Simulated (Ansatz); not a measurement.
## TiAl: equation of state with LDA

Crystal: TiAl.

```
Ti Al
1.0
     3.17906    0.00000    0.00000
     0.00000    3.17906    0.00000
     0.00000    0.00000    3.17906
Ti Al
1 1
Direct
  0.00000 0.00000 0.00000
  0.50000 0.50000 0.50000
```

The cell comes from a database or a generator and needn't be the stable form of this composition.

| Property | Result |
| --- | --- |
| Program | Ansatz 0.2.0 |
| Task | equation of state |
| Functional | LDA |
| Potentials or basis | Ansatz PAW |
| Cutoff | 420 eV |
| Density cutoff | 1680 eV |
| k mesh | 8 × 8 × 8 |
| Occupations | fermi-dirac, width 0.05 eV |
| Spin | no spin polarisation |

```json
{
 "Equilibrium volume": "15.26 Å³/atom",
 "Bulk modulus": "126 GPa",
 "Pressure derivative of the bulk modulus": "4.0"
}
```

Energy against volume, from the lowest point:
```csv
volume (Å³/atom),energy (meV/atom)
15.101,0.00
15.422,0.00
15.743,5.02
16.065,14.57
16.386,28.19
16.707,45.49
17.028,66.07
```

All runs of the series together: 5.5 s on 2 threads of Arm Neoverse V1, with other jobs on the host.
